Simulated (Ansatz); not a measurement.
# LiNbO3: the cost of one run

Computed with Ansatz 0.2.0 (reference: DFT r2SCAN, plane waves, PAW, scalar-relativistic, no spin polarisation, unless a step's input says otherwise).

1 further run of the same task is left out (it didn't finish).

**1. The structure to begin with**

The structure is trigonal, space group R3c (No. 161). Conventional cell: a = 5.171 Å, b = 5.171 Å, c = 13.923 Å, α = 90.00°, β = 90.00°, γ = 120.00°. Nb (site symmetry 3) is surrounded by 6 O at 1.89 to 2.14 Å. O (site symmetry 1) has 2 Nb at 1.89 to 2.14 Å and 2 Li at 2.07 to 2.27 Å as nearest neighbours. Li (site symmetry 3) has 6 O at 2.07 to 2.27 Å as nearest neighbours.

As a file:

```
Nb O Li
1.0
     2.58569    1.49285    4.64093
    -2.58569    1.49285    4.64093
     0.00000   -2.98570    4.64093
Nb O Li
2 6 2
Cartesian
  0.0000 0.0000 0.0006
  0.0000 0.0000 6.9620
  -0.6385 -1.4499 5.5306
  1.5749 0.1720 5.5306
  -0.9364 1.2779 5.5306
  -1.6493 -0.2150 7.8511
  0.6385 1.5358 7.8511
  1.0108 -1.3208 7.8511
  0.0000 0.0000 3.9040
  0.0000 0.0000 10.8653
```

**2. Reference**

Contents of input.yaml:

```yaml
crystal:
  lattice:
    - [2.58569648, 1.49285033, 4.64093191]
    - [-2.58569648, 1.49285033, 4.64093191]
    - [0.0, -2.98570066, 4.64093191]
  atoms:
    - { symbol: Nb, position: [4.0e-05, 4.0e-05, 4.0e-05] }
    - { symbol: Nb, position: [0.50004, 0.50004, 0.50004] }
    - { symbol: O, position: [0.1119, 0.35882, 0.72098] }
    - { symbol: O, position: [0.72098, 0.1119, 0.35882] }
    - { symbol: O, position: [0.35882, 0.72098, 0.1119] }
    - { symbol: O, position: [0.22098, 0.85882, 0.6119] }
    - { symbol: O, position: [0.85882, 0.6119, 0.22098] }
    - { symbol: O, position: [0.6119, 0.22098, 0.85882] }
    - { symbol: Li, position: [0.2804, 0.2804, 0.2804] }
    - { symbol: Li, position: [0.7804, 0.7804, 0.7804] }
  symmetry: { tolerance: 0.0003 }
kpoints:
  mp_grid: { grid: [4, 4, 4], shift: [0, 0, 0] }
magnetization:
  spin_polarized: false
scf:
  occupations: { method: gaussian, width: 0.1401 }
hamiltonian:
  pseudopotentials: { kind: paw }
  xc: r2scan
basis:
  ecutwfc: 500
output:
  forces: true
  stress: true
  eigenvalues: true
```

Launch:

```console
$ ansatz run input.yaml --threads 1 --pin off --max-ram 2560MiB --backend cpu --events-out ev --progress --plain --runs-dir out
```

Q: Estimate wall time and peak memory on 1 thread of AMD EPYC 7R43 (Zen 3), shared host.

About 19 s, with a peak of 0.78 GiB.
